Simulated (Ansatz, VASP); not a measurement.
Pd in VASP and in Ansatz

File INCAR:

```
SYSTEM = Pd
ALGO = Normal ; EDIFF = 1E-7
ENCUT = 520 ; GGA = RP
ISIF = 2 ; ISMEAR = -1
ISPIN = 2 ; LASPH = .TRUE.
LCHARG = .TRUE. ; LELF = .TRUE.
LMAXMIX = 4 ; LORBIT = 11
LREAL = .FALSE. ; LVHAR = .TRUE.
LWAVE = .FALSE. ; MAGMOM = 0.447 0.447
NBANDS = 21 ; NELM = 150
PREC = Accurate ; SIGMA = 0.05
```

File KPOINTS:

```
k-points
0
G
  10 10 10
  0 0 0
```

POSCAR

```
Pd
1.0
    0.0000000000      2.9079782296      2.9079782296
    2.9079782296      0.0000000000      2.9079782296
    2.9079782296      2.9079782296      0.0000000000
Pd
2
Direct
    0.1250000000      0.1250000000      0.1250000000
    0.8750000000      0.8750000000      0.8750000000
```

Input for Ansatz:

```yaml
crystal:
  lattice:
    - [0.0, 2.9079782296, 2.9079782296]
    - [2.9079782296, 0.0, 2.9079782296]
    - [2.9079782296, 2.9079782296, 0.0]
  atoms:
    - { symbol: Pd, position: [0.125, 0.125, 0.125], spin: 0.447 }
    - { symbol: Pd, position: [0.875, 0.875, 0.875], spin: 0.447 }
hamiltonian:
  xc: rpbe
  pseudopotentials:
    kind: paw
    azcp:
      Pd: "pseudopotentials/Pd.paw.azcp"
basis:
  ecutwfc: 420
  fft_grid_basis: typed
kpoints:
  mp_grid: { grid: [10, 10, 10], shift: [0, 0, 0] }
magnetization:
  spin_polarized: true
scf:
  occupations: { method: fermi_dirac, width: 0.05 }
  lower_state_search: "off"
output:
  stress: true
```

Alike in both runs: task single point; functional RPBE; k mesh 10 × 10 × 10; occupations fermi-dirac, width 0.05 eV; collinear spin.

|  | VASP | Ansatz |
| --- | --- | --- |
| version | VASP 6.6.1 | Ansatz 0.2.0 |
| potentials or method | VASP PAW PBE potentials, release 64 (Pd) | plane waves (420 eV) with PAW, scalar-relativistic |
| plane-wave cutoff (eV) | 520 | 420 |
| valence electrons in the cell | 20 | 36 |

Ansatz gave:

```
pressure (GPa)                                                : 2.5
net moment per atom (μB)                                      : 0.46
size of the moment on the site where the two differ most (μB) : 0.45
```

Task: Estimate VASP's values.

Result: Pressure (GPa): 2.2; net moment per atom (μB): 0.46; size of the moment on the site where the two differ most (μB): 0.45.

Site moments also hang on the region over which each program counts them. The two sets of potentials don't hold the same shells in valence.

Caveats: the PAW data sets were made with another functional, which shifts forces and pressure a little (VASP).
